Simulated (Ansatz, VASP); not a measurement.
## TiCo: VASP beside Ansatz

File INCAR:

```
PREC = Accurate
ENCUT = 520
EDIFF = 1E-7
ISMEAR = 0
SIGMA = 0.15
LREAL = F
LASPH = T
NELM = 150
ALGO = Normal
ISIF = 2
LWAVE = F
LCHARG = F
ISPIN = 2
MAGMOM = 0 0.4
LORBIT = 11
LMAXMIX = 4
GGA = PS
NBANDS = 22
```

The input KPOINTS:

```
regular mesh
0
Gamma
  16 16 16
```

The input POSCAR:

```
TiCo
1.0
    2.9861109900      0.0000000000      0.0000000000
    0.0000000000      2.9861109900      0.0000000000
    0.0000000000      0.0000000000      2.9861109900
Ti Co
1 1
Direct
    0.0000000000      0.0000000000      0.0000000000
    0.5000000000      0.5000000000      0.5000000000
```

Input for Ansatz:

```yaml
crystal:
  lattice:
    - [2.98611099, 0.0, 0.0]
    - [0.0, 2.98611099, 0.0]
    - [0.0, 0.0, 2.98611099]
  atoms:
    - { symbol: Ti, position: [0.0, 0.0, 0.0] }
    - { symbol: Co, position: [0.5, 0.5, 0.5], spin: 0.4 }
basis:
  ecutwfc: 420
kpoints:
  mp_grid: { grid: [16, 16, 16] }
hamiltonian:
  xc: pbesol
scf:
  occupations: { method: gaussian, width: 0.15 }
output:
  forces: true
  stress: true
  eigenvalues: true
  populations: true
  write_density: true
  write_potential: true
  elf: true
  volumetric_format: npy
magnetization:
  spin_polarized: true
```

The cell comes from a database or a generator and needn't be the stable form of this composition.

Alike in both runs: task single point; functional PBEsol; k mesh 16 × 16 × 16; occupations gaussian, width 0.15 eV; collinear spin.

|  | VASP | Ansatz |
| --- | --- | --- |
| version | VASP 6.6.1 | Ansatz 0.2.0 |
| potentials or method | VASP PAW PBE potentials, release 64 (Ti_sv, Co) | scalar-relativistic, plane waves, PAW |
| plane-wave cutoff (eV) | 520 | 420 |
| valence electrons in the cell | 21 | 29 |

VASP gave:

- gap on the k mesh at the Fermi level (eV): none
- pressure (GPa): -9.6
- net moment per atom (μB): 0.00
- size of the moment on the site where the two differ most (μB): 0.00

Question: What did Ansatz give for the same quantities?

Answer: gap on the k mesh at the Fermi level (eV): none; pressure (GPa): -7.6; net moment per atom (μB): 0.40; size of the moment on the site where the two differ most (μB): 0.89.

The net moments differ so much that the two runs ended in different magnetic states, which moves the other rows too. Site moments also hang on the region over which each program counts them. A gap of «none» marks a metal or a gap that the smearing closes. The two sets of potentials don't hold the same shells in valence.

Caveats: the PAW data sets were made with another functional, which shifts forces and pressure a little (VASP).
